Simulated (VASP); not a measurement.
A run of VASP 6.6.1:

Contents of INCAR:

```
ALGO = Normal ; EDIFF = 1E-7
EDIFFG = -0.002 ; ENCUT = 520
GGA = PE ; IBRION = 2
ISIF = 3 ; ISMEAR = 0
IVDW = 12 ; LASPH = T
LCHARG = F ; LREAL = F
LWAVE = F ; NELM = 100
NSW = 80 ; PREC = Accurate
PSTRESS = 1500 ; SIGMA = 0.1
```

KPOINTS

```
k-points
0
Gamma
  16 16 16
```

File POSCAR:

```
CdO                                     
1.0
   -0.0000000000      2.1072954788      2.1072954788
    2.1072954788      0.0000000000      2.1072954788
    2.1072954788      2.1072954788      0.0000000000
  Cd              O             
     1     1
Direct
     0.0000000000000000    0.0000000000000000    0.0000000000000000
     0.5000000000000000    0.5000000000000000    0.5000000000000000
```

Potentials or basis: VASP PAW PBE potentials, release 64 (Cd, O).

Run with:

```sh
$ cat potpaw_PBE.64/Cd/POTCAR potpaw_PBE.64/O/POTCAR > POTCAR
$ mpirun -np 1 vasp_std > vasp.out
```

Hardware: 1 thread of Intel(R) Xeon(R) Platinum 8259CL CPU @ 2.50GHz (Skylake/Cascade Lake), with other jobs on the host.

Question: How long does it take, and how much memory?

Answer: Wall time 100 s on 1 thread of Intel(R) Xeon(R) Platinum 8259CL CPU @ 2.50GHz (Skylake/Cascade Lake), with other jobs on the host, peak memory 0.19 GiB. Counts: scf iterations 50, k points 145, ion steps 5.
